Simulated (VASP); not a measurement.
The system is KBr.

```xyz
2
Lattice="0.0000 3.3024 3.3024 3.3024 0.0000 3.3024 3.3024 3.3024 0.0000" Properties=species:S:1:pos:R:3 pbc="T T T"
K     0.0000    0.0000    0.0000
Br    3.3024    3.3024    3.3024
```

Base run:

- Program: VASP 6.6.1
- Functional: PBE
- Potentials or basis: VASP PAW PBE potentials, release 64 (K_sv, Br)
- Cutoff: 520 eV
- k mesh: 4 × 4 × 4
- Occupations: gaussian, width 0.01 eV
- Spin: no spin polarisation

Its results: band gap on the k mesh 4.43 eV, direct; pressure 0.7 GPa.

**Question.** The run is repeated on the same cell with these changes: functional from PBE to HSE06; further incar settings from ALGO = Normal; EDIFF = 1e-07; NBANDS = 15 to ALGO = Normal; EDIFF = 1e-06; NBANDS = 15. What comes out?

**Answer.** Band gap on the k mesh 5.59 eV, direct; pressure 0.4 GPa.

Caveats: the PAW data sets were made with another functional, which shifts forces and pressure a little (some runs).

A k mesh can miss the band edges.

Not every run made on this cell is shown here.
